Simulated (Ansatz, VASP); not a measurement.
**Lu: VASP beside Ansatz**

```
CELL_PARAMETERS angstrom
3.44172 0.00000 0.00000
-1.72086 2.98062 0.00000
0.00000 0.00000 5.35199
ATOMIC_POSITIONS crystal
Lu 0.33333 0.66667 0.25000
Lu 0.66667 0.33333 0.75000
```

Alike in both runs: functional PBEsol; k mesh 11 × 11 × 6; occupations fermi-dirac, width 0.05 eV; no spin polarisation.

Ansatz relaxed the structure, and its values are those at the end. VASP's run is a single point on that final structure, the one shown.

```csv
,VASP,Ansatz
version,VASP 6.6.1,Ansatz 0.2.0
potentials or method,"VASP PAW PBE potentials, release 64 (Lu), cutoff 520 eV","all-electron LAPW, scalar-relativistic"
```

```tsv
	VASP	Ansatz	Ansatz less VASP
pressure (GPa)	0.1	0.0	-0.13
```

Ansatz ran all-electron here, so the differences hold the error of VASP's frozen core and of both bases.

Caveats: the PAW data sets were made with another functional, which shifts forces and pressure a little (VASP). Spin-orbit coupling is left out, which matters for the levels of Lu.
